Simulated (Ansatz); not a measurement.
Wanted: the native input for an Ansatz 0.2.0 run.

```
Task                : single point
Functional          : PBE
Potentials or basis : Ansatz PAW
Cutoff              : 420 eV (not typed: the program's choice for these potentials)
k mesh              : 8 × 8 × 8
Occupations         : gaussian, width 0.026 eV
Spin                : no spin polarisation
```

GaSb:

```
Sb Ga
1.0
     0.00000    3.05900    3.05900
     3.05900    0.00000    3.05900
     3.05900    3.05900    0.00000
Sb Ga
1 1
Cartesian
  4.5885 4.5885 4.5885
  0.0000 0.0000 0.0000
```

One way to write it, as run:

input.yaml

```yaml
crystal:
  lattice:
    - [0.0, 3.059, 3.059]
    - [3.059, 0.0, 3.059]
    - [3.059, 3.059, 0.0]
  atoms:
    - { symbol: Sb, position: [0.75, 0.75, 0.75] }
    - { symbol: Ga, position: [0.0, 0.0, 0.0] }
hamiltonian:
  xc: pbe
  pseudopotentials: { kind: paw }
kpoints:
  mp_grid: { grid: [8, 8, 8] }
scf:
  occupations: { method: gaussian, width: 0.026 }
output:
  forces: true
  stress: true
  eigenvalues: true
```

Potentials or basis: Ansatz PAW.

The run is started by

```bash
$ ansatz run input.yaml --threads 2 --pin off --max-ram 5632MiB --backend cpu --events-out ev --progress --plain --runs-dir out
```

It gave:

The pressure is 2.3 GPa. The band gap on the k mesh is 0.03 eV, direct.

Caveat: spin-orbit coupling is left out, which moves the levels of the heavy elements.

Wall time 1.5 s on 2 threads of Intel(R) Xeon(R) Processor @ 2.70GHz (shared host), peak memory 0.37 GiB.
